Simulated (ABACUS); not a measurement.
Runs of ABACUS 3.10.1 on Si2Ni. It takes space group Fm-3m (No. 225, cubic). Conventional cell: a = 5.406 Å, b = 5.406 Å, c = 5.406 Å, α = 90.00°, β = 90.00°, γ = 90.00°. Ni (site symmetry m-3m) has 8 Si at 2.34 Å as nearest neighbours. Around Si (site symmetry -43m) lie 4 Ni at 2.34 Å. 

| task | potentials or basis | cell | gap on the mesh (eV) | pressure (GPa) | moment (μB) | V0 of scaled cells (Å³/atom) | B0 (GPa) |
| --- | --- | --- | --- | --- | --- | --- | --- |
| equation of state | PseudoDojo NC SR 0.4.1 PBE standard, DZP LCAO (the cutoffs set its grid) | as given | - | - | - | 13.66 | 139 |
| single point | PseudoDojo NC SR 0.4.1 PBE standard, DZP LCAO (the cutoffs set its grid) | as given | none | (a) | 0.00 | - | - |
| single point | PseudoDojo NC SR 0.4.1 PBE standard, TZDP LCAO (the cutoffs set its grid) | as given | none | (b) | 0.00 | - | - |
| equation of state | PseudoDojo NC SR 0.4.1 PBE standard, TZDP LCAO (the cutoffs set its grid) | as given | - | - | - | 13.54 | 144 |
| single point | PseudoDojo NC SR 0.4.1 PBE standard, DZP LCAO (the cutoffs set its grid) | atoms moved at random, drawn with an rms of 0.05 Å | none | 5.8 | 0.00 | - | - |

Alike in all rows: level PBE; spin collinear, ferromagnetic start; k mesh 9 × 9 × 9; cutoff (eV) 1361; smearing fermi-dirac 0.05 eV.

Q: Fill in the values left out.

A: (a) 5.6; (b) 4.3.

Caveats: the atomic orbitals were generated for these runs and aren't a published set; the basis of atomic orbitals isn't converged, which shifts pressures, moduli and gaps.

A gap of «none» marks a metal or a gap under the smearing width.
